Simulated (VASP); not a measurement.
# TaC (Fm-3m) in VASP: notebook

Runs on TaC. Level: PBEsol. Tasks: relaxation of the atoms.

Everything below comes from runs of VASP 6.6.1. Logs are shortened: lines on timing, memory, paths and dates and some standing lists are left out, and cuts for length are marked.

### 1 The crystal as given

The structure is cubic, space group Fm-3m (No. 225). Conventional cell: a = 4.443 Å, b = 4.443 Å, c = 4.443 Å, α = 90.00°, β = 90.00°, γ = 90.00°. Ta (site symmetry m-3m) has 6 C at 2.22 Å as nearest neighbours. C (site symmetry m-3m) is surrounded by 6 Ta at 2.22 Å.

### 2 Relaxation of the atoms, PBEsol (a relaxed cell with its volume scaled by 0.94)

INCAR reads:

```
PREC = Accurate ; ENCUT = 600
EDIFF = 1E-7 ; ISMEAR = 1
SIGMA = 0.1 ; LREAL = False
LASPH = True ; NELM = 80
ALGO = Fast ; ISIF = 2
LWAVE = False ; LCHARG = False
GGA = PS ; IBRION = 2
NSW = 40 ; EDIFFG = -0.01
```

KPOINTS reads:

```
Automatic mesh
0
Gamma
  14 14 14
```

POSCAR reads:

```
TaC                                     
1.0
    0.0000000000      2.1761673034      2.1761673034
    2.1761673034      0.0000000000      2.1761673034
    2.1761673034      2.1761673034      0.0000000000
  Ta              C             
     1     1
Direct
     0.0000000000000000    0.0000000000000000    0.0000000000000000
     0.5000000000000000    0.5000000000000000    0.5000000000000000
```

Potentials or basis: VASP PAW PBE potentials, release 64 (Ta_pv, C).

Run with:

```
$ cat potpaw_PBE.64/Ta_pv/POTCAR potpaw_PBE.64/C/POTCAR > POTCAR
$ mpirun -np 1 vasp_std > vasp.out
```

OUTCAR:

```text
PREC = Accurate
   ENCUT = 600
   EDIFF = 1E-7
   ISMEAR = 1
   LREAL = False
   LASPH = True
   NELM = 80
   ISIF = 2
   GGA = PS
   IBRION = 2
   NSW = 40
   EDIFFG = -0.01

 ion  position               nearest neighbor table
   1  0.000  0.000  0.000-   2 2.18   2 2.18   2 2.18   2 2.18   2 2.18   2 2.18
   2  0.500  0.500  0.500-   1 2.18   1 2.18   1 2.18   1 2.18   1 2.18   1 2.18

  LATTYP: Found a face centered cubic cell.
 ALAT       =     4.3523346068

  Lattice vectors:

 A1 = (   0.0000000000,   2.1761673034,   2.1761673034)
 A2 = (   2.1761673034,   0.0000000000,   2.1761673034)
 A3 = (   2.1761673034,   2.1761673034,   0.0000000000)

Analysis of symmetry for initial positions (statically):
=====================================================================
 Subroutine PRICEL returns:
 Original cell was already a primitive cell.

 Routine SETGRP: Setting up the symmetry group for a
 face centered cubic supercell.

 Subroutine GETGRP returns: Found 48 space group operations
 (whereof 48 operations were pure point group operations)
 out of a pool of 48 trial point group operations.

The static configuration has the point symmetry O_h .

Analysis of symmetry for dynamics (positions and initial velocities):
=====================================================================
 Subroutine PRICEL returns:
 Original cell was already a primitive cell.

 Routine SETGRP: Setting up the symmetry group for a
 face centered cubic supercell.

 Subroutine GETGRP returns: Found 48 space group operations
 (whereof 48 operations were pure point group operations)
 out of a pool of 48 trial point group operations.

The dynamic configuration has the point symmetry O_h .

 Subroutine INISYM returns: Found 48 space group operations
 (whereof 48 operations are pure point group operations),
 and found     1 'primitive' translations

----------------------------------------------------------------------------------------

                                     Primitive cell

  volume of cell :      20.6114

  direct lattice vectors                    reciprocal lattice vectors
     0.000000000  2.176167303  2.176167303    -0.229761746  0.229761746  0.229761746
     2.176167303  0.000000000  2.176167303     0.229761746 -0.229761746  0.229761746
     2.176167303  2.176167303  0.000000000     0.229761746  0.229761746 -0.229761746

  length of vectors
[... 92 lines left out ...]
   PSTRESS=    0.0 pullay stress
   NELECT =      15.0000    total number of electrons
   NUPDOWN=      -1.0000    fix difference up-down
   EMIN   =  10.00;   EMAX   =-10.00  energy-range for DOS
   EFERMI =   0.00;   METHOD = LEGACY
   ISMEAR =     1;   SIGMA  =   0.10  broadening in eV -4-tet -1-fermi 0-gaus
   EFERMI_NEDOS =   21; number of points for ismear=-14 and -15
   IALGO  =     68    algorithm
   IMIX   =      4    mixing-type and parameters
     AMIX     =   0.40;   BMIX     =  1.00
     AMIX_MAG =   1.60;   BMIX_MAG =  1.00
  volume/ion in A,a.u.               =      10.31        69.55
  Fermi-wavevector in a.u.,A,eV,Ry     =   1.472549  2.782713 29.502865  2.168399
  Thomas-Fermi vector in A             =   2.587550
   LORBIT       =      0    0 simple, 1 ext, 2 COOP (PROOUT), +10 PAW based schemes
   GGA     = PS    functional components
   LHFCALC =     F    Hartree Fock is set to
   AEXX    =    0.0000 exact exchange contribution
   IVDW    =     0    specifies the selected vdW correction
   LEPSILON=     F    determine dielectric tensor
   LRPA    =     F    only Hartree local field effects (RPA)
 conjugate gradient relaxation of ions
 non-spin polarized calculation
 RMM-DIIS sequential band-by-band and
 Methfessel and Paxton  Order N= 1 SIGMA  =   0.10
  energy-cutoff  :      600.00
  volume of cell :       20.61
 maximum number of plane-waves:       701
 NGX is ok and might be reduce to    28
   NGX = 13   NGY = 13   NGZ = 13

 number of electron      15.0000001 magnetization

 Free energy of the ion-electron system (eV)
  ---------------------------------------------------
  ext. energy  EPLUGINS =         0.00000000
  ---------------------------------------------------
  free energy    TOTEN  =       -23.42279226 eV

  energy without entropy =      -23.42275675  energy(sigma->0) =      -23.42278043

 E-fermi :   9.0632     XC(G=0): -13.6960

 val. band max:        9.0132481263   @ k =  -0.2143   0.1429   0.0000
 cond. band min:       9.0844488825   @ k =   0.1429   0.0714   0.0000
 fundamental gap:      0.0712007562
 Fermi energy:         9.0631628310

 k-point     1 :       0.0000    0.0000    0.0000
  band No.  band energies     occupation
      1     -25.8069      2.00000
      2     -25.8069      2.00000
      3     -25.8069      2.00000
      4      -6.3211      2.00000
      5       7.4721      2.00000
      6       7.4721      2.00000
      7       7.4721      2.00000
      8       8.4742      2.00000
      9       8.4742      2.00000
     10       8.4742      2.00000
     11       9.6876     -0.00000
[... 309 lines left out ...]
 k-point    24 :       0.2857    0.1429    0.0000
  band No.  band energies     occupation
      1     -26.2788      2.00000
      2     -25.9252      2.00000
      3     -25.9099      2.00000
      4      -4.3750      2.00000
      5       2.8492      2.00000
      6       4.6693      2.00000
      7       5.4277      2.00000
      8       7.6328      2.00000
      9      10.6389     -0.00000
     10      11.5263      0.00000
     11      13.3606      0.00000

 [... further k-points ...]

------------------------ aborting loop because EDIFF is reached ----------------------------------------

  FORCE on cell =-STRESS in cart. coord.  units (eV):
  Direction    XX          YY          ZZ          XY          YZ          ZX
  --------------------------------------------------------------------------------------
  -------------------------------------------------------------------------------------
  Total        3.1270194      3.1270194      3.1270194     -0.0000000     -0.0000000      0.0000000
  in kB      243.0716575    243.0716575    243.0716575     -0.0000000     -0.0000000      0.0000000
  external PRESSURE =     243.0716575 kB  Pullay stress =       0.0000000 kB

 VOLUME and BASIS-vectors are now :
 -----------------------------------------------------------------------------
  energy-cutoff  :      600.00
  volume of cell :       20.61
      direct lattice vectors                 reciprocal lattice vectors
     0.000000000  2.176167303  2.176167303    -0.229761746  0.229761746  0.229761746
     2.176167303  0.000000000  2.176167303     0.229761746 -0.229761746  0.229761746
     2.176167303  2.176167303  0.000000000     0.229761746  0.229761746 -0.229761746

 POSITION                                       TOTAL-FORCE (eV/Angst)
 -----------------------------------------------------------------------------------
      0.00000      0.00000      0.00000         0.000000      0.000000      0.000000
      2.17617      2.17617      2.17617         0.000000      0.000000     -0.000000
 -----------------------------------------------------------------------------------
    total drift:                                0.000000      0.000000      0.000000

  FREE ENERGIE OF THE ION-ELECTRON SYSTEM (eV)
  ---------------------------------------------------
  free  energy   TOTEN  =       -23.4227922614 eV

  energy  without entropy=      -23.4227567524  energy(sigma->0) =      -23.42278043

 reached required accuracy - stopping structural energy minimisation
```

OSZICAR:

```text
N       E                     dE             d eps       ncg     rms          rms(c)
DAV:   1     0.858042380043E+02    0.85804E+02   -0.91727E+03  2288   0.151E+03
DAV:   2    -0.231928129700E+02   -0.10900E+03   -0.10475E+03  2639   0.342E+02
DAV:   3    -0.266263048456E+02   -0.34335E+01   -0.33711E+01  2952   0.532E+01
DAV:   4    -0.266663234730E+02   -0.40019E-01   -0.39813E-01  2616   0.538E+00
DAV:   5    -0.266669551556E+02   -0.63168E-03   -0.62923E-03  2885   0.525E-01    0.283E+01
RMM:   6    -0.233828404008E+02    0.32841E+01   -0.96114E+00  2382   0.215E+01    0.117E+01
RMM:   7    -0.234531239911E+02   -0.70284E-01   -0.15002E+00  2389   0.872E+00    0.615E+00
RMM:   8    -0.234325369218E+02    0.20587E-01   -0.16694E-01  2322   0.304E+00    0.886E-01
RMM:   9    -0.234232197146E+02    0.93172E-02   -0.83221E-02  2351   0.180E+00    0.193E-01
RMM:  10    -0.234231122997E+02    0.10741E-03   -0.83718E-03  2340   0.783E-01    0.186E-01
RMM:  11    -0.234227662309E+02    0.34607E-03   -0.15693E-03  2382   0.342E-01    0.574E-02
RMM:  12    -0.234227883302E+02   -0.22099E-04   -0.26892E-04  2365   0.150E-01    0.426E-02
RMM:  13    -0.234227910615E+02   -0.27313E-05   -0.60052E-05  2476   0.722E-02    0.243E-03
RMM:  14    -0.234227920525E+02   -0.99097E-06   -0.11819E-05  2416   0.331E-02    0.717E-03
RMM:  15    -0.234227922476E+02   -0.19509E-06   -0.30632E-06  2347   0.185E-02    0.115E-03
RMM:  16    -0.234227922614E+02   -0.13771E-07   -0.83089E-07  2025   0.918E-03
   1 F= -.23422792E+02 E0= -.23422780E+02  d E =-.234228E+02
```

Run time: 35 s. Hardware: 1 thread of Intel Xeon Platinum 8259CL at 2.50GHz (Skylake/Cascade Lake), shared host; peak memory 0.18 GiB.

What came out:

* Free energy: -23.4228 eV
* Pressure after relaxing: 24.3 GPa
* Band gap on the k mesh: none (metal or under the smearing width)

Final structure:
```yaml
crystal:
  lattice:
    - [0.00000, 2.17617, 2.17617]
    - [2.17617, 0.00000, 2.17617]
    - [2.17617, 2.17617, 0.00000]
  atoms:
    - { symbol: Ta, position: [0.00000, 0.00000, 0.00000] }
    - { symbol: C, position: [0.50000, 0.50000, 0.50000] }
```

Caveat: the relaxation stopped at its first step, so nothing moved; the PAW data sets were made with another functional, which shifts forces and pressure a little. Spin-orbit coupling is left out, which matters for the levels of Ta.

### 3 Relaxation of the atoms, PBEsol (a relaxed cell with its volume scaled by 0.96)

INCAR is that of step 2.

KPOINTS is that of step 2.

POSCAR reads:

```
TaC                                     
1.0
    0.0000000000      2.1914929302      2.1914929302
    2.1914929302      0.0000000000      2.1914929302
    2.1914929302      2.1914929302      0.0000000000
  Ta              C             
     1     1
Direct
     0.0000000000000000    0.0000000000000000    0.0000000000000000
     0.5000000000000000    0.5000000000000000    0.5000000000000000
```

Potentials or basis: VASP PAW PBE potentials, release 64 (Ta_pv, C).

Run with:

```
$ cat potpaw_PBE.64/Ta_pv/POTCAR potpaw_PBE.64/C/POTCAR > POTCAR
$ mpirun -np 1 vasp_std > vasp.out
```

It took 37 s on 1 thread of Intel Xeon Platinum 8259CL at 2.50GHz (Skylake/Cascade Lake), shared host; peak memory 0.18 GiB.

It converged, with:

| Item | Value |
| --- | --- |
| Free energy | -23.4773 eV |
| Pressure after relaxing | 15.4 GPa |
| Band gap on the k mesh | none (metal or under the smearing width) |

Final structure:
```yaml
crystal:
  lattice:
    - [0.00000, 2.19149, 2.19149]
    - [2.19149, 0.00000, 2.19149]
    - [2.19149, 2.19149, 0.00000]
  atoms:
    - { symbol: Ta, position: [0.00000, 0.00000, 0.00000] }
    - { symbol: C, position: [0.50000, 0.50000, 0.50000] }
```

Levels at points of the mesh, in eV from the Fermi level:
| k point | band 6 | band 7 | band 8 | band 9 | band 10 | band 11 |
| --- | --- | --- | --- | --- | --- | --- |
| (0.00, 0.00, 0.00) | -1.55 | -1.55 | -0.57 | -0.57 | -0.57 | 0.60 |
| (0.50, 0.00, 0.00) | -5.86 | -5.86 | 2.84 | 2.84 | 3.89 | 5.46 |
| (0.50, 0.50, 0.00) | -4.72 | -1.84 | -1.84 | 2.72 | 4.33 | 4.33 |

Caveat: the relaxation stopped at its first step, so nothing moved; the PAW data sets were made with another functional, which shifts forces and pressure a little. The run has no spin-orbit coupling, so splittings on Ta are missing.

### 4 Relaxation of the atoms, PBEsol (a relaxed cell with its volume scaled by 0.98)

INCAR is that of step 3.

KPOINTS is that of step 3.

POSCAR reads:

```
TaC                                     
1.0
    0.0000000000      2.2066071521      2.2066071521
    2.2066071521      0.0000000000      2.2066071521
    2.2066071521      2.2066071521      0.0000000000
  Ta              C             
     1     1
Direct
     0.0000000000000000    0.0000000000000000    0.0000000000000000
     0.5000000000000000    0.5000000000000000    0.5000000000000000
```

Run with:

```
$ cat potpaw_PBE.64/Ta_pv/POTCAR potpaw_PBE.64/C/POTCAR > POTCAR
$ mpirun -np 1 vasp_std > vasp.out
```

Wall time 42 s (1 thread of Intel Xeon Platinum 8259CL at 2.50GHz (Skylake/Cascade Lake), shared host); peak memory 0.18 GiB.

The run converged. Its results:

* Free energy: -23.5085 eV
* Pressure after relaxing: 7.3 GPa
* Band gap on the k mesh: none (metal or under the smearing width)

Final structure:
```
CELL_PARAMETERS angstrom
0.00000 2.20661 2.20661
2.20661 0.00000 2.20661
2.20661 2.20661 0.00000
ATOMIC_POSITIONS crystal
Ta 0.00000 0.00000 0.00000
C 0.50000 0.50000 0.50000
```

Levels at points of the mesh, in eV from the Fermi level:
```
           k point  band 4  band 5  band 6  band 7  band 8  band 9  band 10  band 11
(0.00, 0.00, 0.00)  -15.09   -1.50   -1.50   -1.50   -0.56   -0.56    -0.56     0.58
(0.50, 0.00, 0.00)  -10.39   -9.05   -5.74   -5.74    2.75    2.75     3.77     5.39
(0.50, 0.50, 0.00)  -12.95   -4.84   -4.71   -1.84   -1.84    2.63     4.19     4.19
```

Caveat: the relaxation stopped at its first step, so nothing moved; the PAW data sets were made with another functional, which shifts forces and pressure a little.

### 5 Relaxation of the atoms, PBEsol

INCAR is that of step 4.

KPOINTS is that of step 4.

POSCAR reads:

```
TaC                                     
1.0
    0.0000000000      2.2215171122      2.2215171122
    2.2215171122      0.0000000000      2.2215171122
    2.2215171122      2.2215171122      0.0000000000
  Ta              C             
     1     1
Direct
     0.0000000000000000    0.0000000000000000    0.0000000000000000
     0.5000000000000000    0.5000000000000000    0.5000000000000000
```

Run with:

```
$ cat potpaw_PBE.64/Ta_pv/POTCAR potpaw_PBE.64/C/POTCAR > POTCAR
$ mpirun -np 1 vasp_std > vasp.out
```

Wall time 38 s (1 thread of Intel Xeon Platinum 8259CL at 2.50GHz (Skylake/Cascade Lake), shared host); peak memory 0.18 GiB.

The run converged. Its results:

| Property | Result |
| --- | --- |
| Free energy | -23.5187 eV |
| Pressure after relaxing | 0.0 GPa |
| Band gap on the k mesh | none (metal or under the smearing width) |

Final structure:
```cif
data_structure
_symmetry_space_group_name_H-M 'P 1'
_symmetry_Int_Tables_number 1
_cell_length_a 3.1417
_cell_length_b 3.1417
_cell_length_c 3.1417
_cell_angle_alpha 60.000
_cell_angle_beta 60.000
_cell_angle_gamma 60.000
_cell_volume 21.93
loop_
_atom_site_label
_atom_site_type_symbol
_atom_site_fract_x
_atom_site_fract_y
_atom_site_fract_z
_atom_site_occupancy
Ta1 Ta 0.00000 0.00000 0.00000 1
C1 C 0.50000 0.50000 0.50000 1
```

Levels at points of the mesh, in eV from the Fermi level:
```
           k point  band 6  band 7  band 8  band 9  band 10  band 11
(0.00, 0.00, 0.00)   -1.46   -1.46   -0.54   -0.54    -0.54     0.56
(0.50, 0.00, 0.00)   -5.62   -5.62    2.67    2.67     3.66     5.32
(0.50, 0.50, 0.00)   -4.71   -1.84   -1.84    2.55     4.07     4.07
```

Caveat: the relaxation stopped at its first step, so nothing moved; the PAW data sets were made with another functional, which shifts forces and pressure a little. The run has no spin-orbit coupling, so splittings on Ta are missing.

(Continued in part 2 of 2.)
